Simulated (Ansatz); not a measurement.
# CdS: the cost of one run

Method: DFT r²SCAN, frozen-core PAW, scalar-relativistic unless said, in Ansatz 0.2.0.

**1. The system as given**

The structure is cubic, space group Fm-3m (No. 225). The conventional cell has a = 5.506 Å, b = 5.506 Å, c = 5.506 Å, α = 90.00°, β = 90.00°, γ = 90.00°. Cd (site symmetry m-3m) has 6 S at 2.75 Å as nearest neighbours. S (site symmetry m-3m) has 6 Cd at 2.75 Å as nearest neighbours.

Coordinates:

```
CELL_PARAMETERS angstrom
0.00000 2.75324 2.75324
2.75324 0.00000 2.75324
2.75324 2.75324 0.00000
ATOMIC_POSITIONS crystal
Cd 0.00000 0.00000 0.00000
S 0.50000 0.50000 0.50000
```

Cartesian axes are those of the input's lattice vectors. The structure goes back to a database entry.

**2. Cell and atoms relaxed, PAW**

input.yaml reads:

```yaml
crystal:
  lattice:
    - [0.0, 2.753244, 2.753244]
    - [2.753244, 0.0, 2.753244]
    - [2.753244, 2.753244, 0.0]
  atoms:
    - { symbol: Cd, position: [0.0, 0.0, 0.0] }
    - { symbol: S, position: [0.5, 0.5, 0.5] }
kpoints:
  mp_grid: { grid: [16, 16, 16] }
scf:
  occupations: { method: fermi_dirac, width: 0.1 }
hamiltonian:
  xc: r2scan
  pseudopotentials: { kind: paw }
relax:
  f_tol: 0.002
  max_steps: 80
  cell: {}
output:
  forces: true
  stress: true
```

Command:

```console
ansatz run input.yaml --threads 1 --pin off --max-ram 3072MiB --backend cpu --events-out ev --progress --plain --runs-dir out
```

**Question.** How long does this run take on 1 thread of Intel Xeon Platinum 8375C at 2.90GHz (Ice Lake), shared host, and how much memory does it need?

About 31 s, with a peak of 0.58 GiB.
